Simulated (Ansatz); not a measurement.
# Mg/GaN/Hf: conductance for both polarities, part 2 of 6

Wanted: the change of resistance of Mg/GaN/Hf with the barrier's polarity. The lower electrode is Mg hcp(0001), the upper one Hf hcp(0001); the barrier is GaN wurtzite(0001) (whole bilayers). In the first transport cell, after relaxation, the nearest pair of electrode and barrier is Mg–N at 2.04 Å, along the normal, at the lower face and Hf–Ga at 2.99 Å, at a slant, at the upper one. All share a net of side 3.205 Å, which strains the lower electrode by +0.5 %, the upper one by +0.2 % and the barrier by -0.5 %, against typed lattice constants near PBE's. The first steps treat the bulk electrodes alone.

Ansatz 0.2.0; PBE DFT, plane waves, PAW files (the session's first sound run).

So far: Starting point; Layer spacing of the electrode, electrode Mg hcp(0001); The strained electrode, electrode Hf hcp(0001).

## Step 4: Relaxing the interfaces, box 44.4 Å, polarity N face on the lower electrode

System of this step: Mg/GaN/Hf. The cell holds 16 atoms: 4 Mg, 4 N, 4 Ga and 4 Hf. Cell: a = 3.205 Å, b = 3.205 Å, c = 44.415 Å, α = 90.0°, β = 90.0°, γ = 120.0°. Vacuum lies along c.

The starting distances are typed guesses, too rough for a quantity that is exponential in distance. A short slab in vacuum serves: only the barrier and the layers next to it are taken over, and later cells can add or drop layers in the barrier's middle. The dipole correction removes the field that unlike faces would set up across the vacuum.

input.yaml

```yaml
crystal:
  lattice:
    - [3.205, 0.0, 0.0]
    - [-1.6025, 2.7756114191, 0.0]
    - [0.0, 0.0, 44.4150538414]
  atoms:
    - { symbol: Mg, position: [0.33333333, 0.66666667, 0.1801191107] }
    - { symbol: Mg, position: [0.0, 0.0, 0.2383529355] }
    - { symbol: Mg, position: [0.33333333, 0.66666667, 0.2965867603] }
    - { symbol: Mg, position: [0.0, 0.0, 0.3548205851] }
    - { symbol: "N", position: [0.0, 0.0, 0.4036778939] }
    - { symbol: Ga, position: [0.33333333, 0.66666667, 0.4182365095] }
    - { symbol: "N", position: [0.33333333, 0.66666667, 0.4628592581] }
    - { symbol: Ga, position: [0.0, 0.0, 0.4774178737] }
    - { symbol: "N", position: [0.0, 0.0, 0.5220406223] }
    - { symbol: Ga, position: [0.33333333, 0.66666667, 0.5365992379] }
    - { symbol: "N", position: [0.33333333, 0.66666667, 0.5812219866] }
    - { symbol: Ga, position: [0.0, 0.0, 0.5957806022] }
    - { symbol: Hf, position: [0.33333333, 0.66666667, 0.6495171457] }
    - { symbol: Hf, position: [0.0, 0.0, 0.7063050602] }
    - { symbol: Hf, position: [0.33333333, 0.66666667, 0.7630929748] }
    - { symbol: Hf, position: [0.0, 0.0, 0.8198808893] }
kpoints:
  mp_grid: { grid: [8, 8, 1] }
scf:
  occupations: { method: fermi_dirac, width: 0.1 }
  max_iter: 150
hamiltonian:
  xc: pbe
efield:
  axis: 3
  dipole_correction: true
relax:
  f_tol: 0.04
  max_steps: 90
output:
  forces: true
```

Started as:

```bash
> ansatz run input.yaml --threads 4 --pin off --max-ram 10240MiB --backend cpu --events-out ev --progress --plain --runs-dir out
```

Numbers of over 12 decimals in the logs are rounded to 6 here.

Log:

```text
[...]
Crystal: 16 atoms, lattice volume = 395.109 Å³
Basis set: ecut = 420 eV, 7817 PW (Γ), exchange–correlation on 48×48×600 points (8 copies of the dense FFT grid, shifted against one another)
Bands: 130, of which v1, the nominal top of the filled ones, is band 108 counted from 1 (107 counted from 0)
Symmetry: 6 space group operations
[...]
k-points: 10 of 64 (time reversal used)
[...]
SCF iter   1: F=—  HF=-87251.009584 eV  |F-HF|=—  |Δ(HF+E_count)|=         —  Δρ=8.53e-3  dr2=8.08e1  ethr=1.77e-3  p=0.005 e·Å  D=2.07e-3 V/Å  ΔV_dip=-0.09 eV  dr2_dipole=1.08e2  V_vac-E_F(+/−)=4.28/4.37 eV  ⟨swp⟩=6.8  Hψ=5416  notcnv=0  defer=24
efield: sawtooth ramp at fractional position 0.9500 (placed from the atoms, in the widest stretch of the axis that holds none; the zero of the levels goes with the place), width 0.1000; the density the first Hamiltonian is built on has a dipole p = 0.005 e·Å; the dipole correction subtracts the counter field D = 2.07e-3 V/Å, which shifts the + side's vacuum level by -0.09 eV against the − side's; the planar-averaged density in the ramp window peaks in size at 1.0e-4 e/Å³
[...]
SCF iter   2: F=—  HF=-87250.664951 eV  |F-HF|=—  |Δ(HF+E_count)|=   3.45e-1  Δρ=2.64e-3  dr2=4.37e-1  ethr=1.77e-3  p=-0.040 e·Å  D=-1.85e-2 V/Å  ΔV_dip=0.82 eV  dr2_dipole=6.23e-1  V_vac-E_F(+/−)=4.38/3.55 eV  ⟨swp⟩=2.1  Hψ=1620  notcnv=0  defer=54
[...]
SCF iter   7: F=-87250.648734 eV  HF=-87250.648749 eV  |F-HF|=1.49e-5  |Δ(HF+E_count)|=   3.54e-6  Δρ=3.59e-5  dr2=1.55e-5  ethr=1.85e-8  p=-0.033 e·Å  D=-1.52e-2 V/Å  ΔV_dip=0.67 eV  dr2_dipole=1.15e-5  V_vac-E_F(+/−)=4.35/3.68 eV  ⟨swp⟩=3.5  Hψ=5531  notcnv=0
WARN: efield: at this solve's end the planar-averaged density reaches 3.71e-5 e/Å³ inside the ramp window [0.9275, 0.0725] (bound 1e-5 e/Å³); the window's nearer edge stands 4.78 Å from this solve's nearest atom along the axis. Its work functions, free energy, forces, stress, dipole, levels and responses can be off, and this figure does not tell by how much. A short vacuum, a low `basis.ecutwfc` or `basis.ecutrho_ratio` and negative occupations (`scf.occupations.method`) can put density there. See the manual's quickstart, § The vacuum guard
SCF 1 converged in 7 iterations: F = -87250.648734 eV  dr2 = 1.55e-5
[...]
relax step   1: F+E_penalty+E_count = -87250.64873425 eV  Δ(F+E_penalty+E_count) = +0.000e0 eV  max|allowed force component| = 8.131e-1 eV/Å  Δτ_max = 0.0000 Å  (7 SCF iters, dr2 threshold 4.00e-5 eV, accepted)
[...]
SCF iter   1: F=—  HF=-87250.909418 eV  |F-HF|=—  |Δ(HF+E_count)|=         —  Δρ=8.61e-3  dr2=1.77e0  ethr=8.26e-4  p=-0.033 e·Å  D=-1.52e-2 V/Å  ΔV_dip=0.67 eV  dr2_dipole=1.21e-1  V_vac-E_F(+/−)=4.36/3.69 eV  ⟨swp⟩=1.0  Hψ=4515  notcnv=0  defer=38
efield: sawtooth ramp at fractional position 0.9500 (handed on by an earlier solve), width 0.1000; the density the first Hamiltonian is built on has a dipole p = -0.033 e·Å; the dipole correction subtracts the counter field D = -1.52e-2 V/Å, which shifts the + side's vacuum level by +0.67 eV against the − side's; the planar-averaged density in the ramp window peaks in size at 2.2e-5 e/Å³
[...]
SCF iter   2: F=—  HF=-87250.798362 eV  |F-HF|=—  |Δ(HF+E_count)|=   1.11e-1  Δρ=5.34e-3  dr2=6.00e-1  ethr=8.20e-4  p=-0.025 e·Å  D=-1.13e-2 V/Å  ΔV_dip=0.50 eV  dr2_dipole=5.87e-3  V_vac-E_F(+/−)=4.13/3.62 eV  ⟨swp⟩=3.0  Hψ=2420  notcnv=0  defer=38
[...]
SCF iter   7: F=-87250.740681 eV  HF=-87250.740709 eV  |F-HF|=2.72e-5  |Δ(HF+E_count)|=   1.05e-5  Δρ=3.84e-5  dr2=2.26e-5  ethr=1.91e-8  p=-0.028 e·Å  D=-1.29e-2 V/Å  ΔV_dip=0.57 eV  dr2_dipole=1.10e-5  V_vac-E_F(+/−)=4.24/3.67 eV  ⟨swp⟩=3.8  Hψ=5512  notcnv=0
[...]
SCF 2 converged in 7 iterations: F = -87250.740681 eV  dr2 = 2.26e-5
[...]
relax step   2: F+E_penalty+E_count = -87250.74068136 eV  Δ(F+E_penalty+E_count) = -9.195e-2 eV  max|allowed force component| = 1.039e0 eV/Å  Δτ_max = 0.1945 Å  (7 SCF iters, dr2 threshold 4.13e-5 eV, accepted)
SCF iter   1: F=—  HF=-87250.852329 eV  |F-HF|=—  |Δ(HF+E_count)|=         —  Δρ=4.16e-3  dr2=4.94e-1  ethr=1.18e-3  p=-0.028 e·Å  D=-1.29e-2 V/Å  ΔV_dip=0.57 eV  dr2_dipole=1.03e-1  V_vac-E_F(+/−)=4.22/3.65 eV  ⟨swp⟩=4.0  Hψ=2516  notcnv=0  defer=36
[...]
SCF iter   6: F=-87250.813632 eV  HF=-87250.813636 eV  |F-HF|=3.82e-6  |Δ(HF+E_count)|=   2.70e-6  Δρ=6.13e-5  dr2=1.97e-5  ethr=3.12e-8  p=-0.032 e·Å  D=-1.47e-2 V/Å  ΔV_dip=0.65 eV  dr2_dipole=1.58e-7  V_vac-E_F(+/−)=4.32/3.66 eV  ⟨swp⟩=3.2  Hψ=5385  notcnv=0
[...]
SCF 3 converged in 6 iterations: F = -87250.813632 eV  dr2 = 1.97e-5
relax step   3: F+E_penalty+E_count = -87250.81363170 eV  Δ(F+E_penalty+E_count) = -7.295e-2 eV  max|allowed force component| = 1.653e-1 eV/Å  Δτ_max = 0.0716 Å  (6 SCF iters, dr2 threshold 6.74e-5 eV, accepted)
[...]
relax step   4: F+E_penalty+E_count = -87250.81535949 eV  Δ(F+E_penalty+E_count) = -1.728e-3 eV  max|allowed force component| = 3.026e-2 eV/Å  Δτ_max = 0.0188 Å  (7 SCF iters, dr2 threshold 1.71e-6 eV, accepted)
[...]
SCF iter   3: F=-87250.815360 eV  HF=-87250.815360 eV  |F-HF|=6.98e-8  |Δ(HF+E_count)|=   4.48e-9  Δρ=2.75e-6  dr2=7.77e-8  ethr=4.63e-11  p=-0.032 e·Å  D=-1.47e-2 V/Å  ΔV_dip=0.65 eV  dr2_dipole=7.75e-9  V_vac-E_F(+/−)=4.32/3.66 eV  ⟨swp⟩=4.9  Hψ=4432  notcnv=0
[...]
SCF 5 converged in 3 iterations: F = -87250.815360 eV  dr2 = 7.77e-8
relax step   5: F+E_penalty+E_count = -87250.81535970 eV  Δ(F+E_penalty+E_count) = -2.098e-7 eV  max|allowed force component| = 3.024e-2 eV/Å  Δτ_max = 0.0000 Å  (3 SCF iters, accepted)
SCF converged after 3 iterations
Free energy (F): -87250.815360 eV
[...]
Internal energy: -87250.613080 eV  (E = F + TS)
E sigma→0 (E₀):  -87250.714220 eV
Entropy (-TS):   -0.202280 eV (-12.643 meV/atom)
Fermi energy:    7.019536 eV
Dipole field:    D = -0.014603 V/Å  (p = -0.031885 e·Å, saw-weighted, corrected)
Work function:   Φ+ = 4.3143 eV   Φ− = 3.6660 eV
Levels:          The Fermi level and band energies are counted from a zero that moves with the ramp; work functions are not
Vacuum region:   at the solve's end the planar-averaged density reaches 2.37e-5 e/Å³ inside the ramp window [0.9275, 0.0725] (bound 1e-5 e/Å³)
[...]
--- Forces (eV/Å), atoms counted from 1 ---
  atom   1  Mg     0.00000000    -0.00000000     0.00224926
  atom   2  Mg     0.00000000     0.00000000    -0.00054561
  atom   3  Mg     0.00000000    -0.00000000     0.00166077
  atom   4  Mg     0.00000000     0.00000000    -0.00129794
  atom   5  N      0.00000000    -0.00000000    -0.01738225
  atom   6  Ga     0.00000000     0.00000000     0.02398246
  atom   7  N      0.00000000     0.00000000    -0.01438357
  atom   8  Ga     0.00000000    -0.00000000     0.01304685
  atom   9  N      0.00000000    -0.00000000    -0.01562315
  atom  10  Ga     0.00000000     0.00000000     0.03024125
  atom  11  N      0.00000000     0.00000000    -0.02682171
  atom  12  Ga     0.00000000    -0.00000000     0.00702538
  atom  13  Hf     0.00000000     0.00000000     0.00413212
  atom  14  Hf     0.00000000    -0.00000000    -0.00926138
  atom  15  Hf    -0.00000000     0.00000000    -0.00615984
  atom  16  Hf     0.00000000    -0.00000000     0.00910715
  max |Σ_I F_I| component: 3.02e-5 eV/Å
--- Relaxed structure (5 steps of the walk, 5 accepted, 0 SCFs on fresh bases) ---
  F+E_penalty+E_count = -87250.81535970 eV   max|allowed force component| = 3.024e-2 eV/Å
  atoms:
    - { symbol: Mg, position: [0.333333, 0.666667, 0.185953] }
    - { symbol: Mg, position: [-1.8503717008154222e-17, 2.775557561562892e-17, 0.244065] }
    - { symbol: Mg, position: [0.333333, 0.666667, 0.300815] }
    - { symbol: Mg, position: [-1.8503717008154225e-17, 2.7755575615628914e-17, 0.356490] }
    - { symbol: N, position: [-1.8503717008154225e-17, 2.775557561562891e-17, 0.402326] }
    - { symbol: Ga, position: [0.333333, 0.666667, 0.416707] }
    - { symbol: N, position: [0.333333, 0.666667, 0.461560] }
    - { symbol: Ga, position: [-1.8503717008154225e-17, 2.775557561562891e-17, 0.475813] }
    - { symbol: N, position: [-1.8503717008154225e-17, 2.775557561562891e-17, 0.520642] }
    - { symbol: Ga, position: [0.333333, 0.666667, 0.534952] }
    - { symbol: N, position: [0.333333, 0.666667, 0.579704] }
    - { symbol: Ga, position: [-1.8503717008154228e-17, 2.7755575615628907e-17, 0.595383] }
    - { symbol: Hf, position: [0.333333, 0.666667, 0.648220] }
    - { symbol: Hf, position: [-1.8503717008154237e-17, 2.7755575615628892e-17, 0.703847] }
    - { symbol: Hf, position: [0.333333, 0.666667, 0.763254] }
[...]
```

Run time: 48 s. Hardware: 4 threads of Arm Neoverse V2, shared host; peak memory 1.4 GiB; 3.1 min of CPU time.

The steps of the relaxation:

```csv
step,energy less that of the first step (eV),largest force component (eV/Å)
1,0.0000,0.8131
2,-0.0919,1.0386
3,-0.1649,0.1653
4,-0.1666,0.0303
5,-0.1666,0.0302
```

The run keeps the 6 symmetry operations that it works with, so distortions that break them were not tested.

The atoms that moved most (Å):

```csv
atom,dx,dy,dz,length
Mg1,0.000,0.000,0.259,0.259
Mg2,0.000,0.000,0.254,0.254
Mg3,0.000,0.000,0.188,0.188
Hf16,0.000,0.000,-0.138,0.138
Hf14,0.000,0.000,-0.109,0.109
Mg4,0.000,0.000,0.074,0.074
Ga10,0.000,0.000,-0.073,0.073
Ga8,0.000,0.000,-0.071,0.071
```

The relaxed structure:

```cif
data_structure
_symmetry_space_group_name_H-M 'P 1'
_symmetry_Int_Tables_number 1
_cell_length_a 3.2050
_cell_length_b 3.2050
_cell_length_c 44.4151
_cell_angle_alpha 90.000
_cell_angle_beta 90.000
_cell_angle_gamma 120.000
_cell_volume 395.11
loop_
_atom_site_label
_atom_site_type_symbol
_atom_site_fract_x
_atom_site_fract_y
_atom_site_fract_z
_atom_site_occupancy
Mg1 Mg 0.33333 0.66667 0.18595 1
Mg2 Mg 0.00000 0.00000 0.24406 1
Mg3 Mg 0.33333 0.66667 0.30081 1
Mg4 Mg 0.00000 0.00000 0.35649 1
N5 N 0.00000 0.00000 0.40233 1
Ga6 Ga 0.33333 0.66667 0.41671 1
N7 N 0.33333 0.66667 0.46156 1
Ga8 Ga 0.00000 0.00000 0.47581 1
N9 N 0.00000 0.00000 0.52064 1
Ga10 Ga 0.33333 0.66667 0.53495 1
N11 N 0.33333 0.66667 0.57970 1
Ga12 Ga 0.00000 0.00000 0.59538 1
Hf13 Hf 0.33333 0.66667 0.64822 1
Hf14 Hf 0.00000 0.00000 0.70385 1
Hf15 Hf 0.33333 0.66667 0.76325 1
Hf16 Hf 0.00000 0.00000 0.81678 1
```

Numbers from this step:

```yaml
free_energy: -87250.8154 eV
fermi_energy: 7.020 eV
```

The largest force component on a free atom ends at 0.030 eV/Å. At one or more of this run's solves the program warned of density in the dipole ramp over its bound, where dipole, forces and levels can be off.

[end of part 2 of 6]

[Logs are printed without paths, hosts, clocks, repeated set-up lines and the standing remarks that a program may print on its own settings, such as how far it seeks lower states.]

[Hosts, paths, dates, database ids (printed as entryN), source tags and the programs' standing remarks are cut or masked in the printed files.]
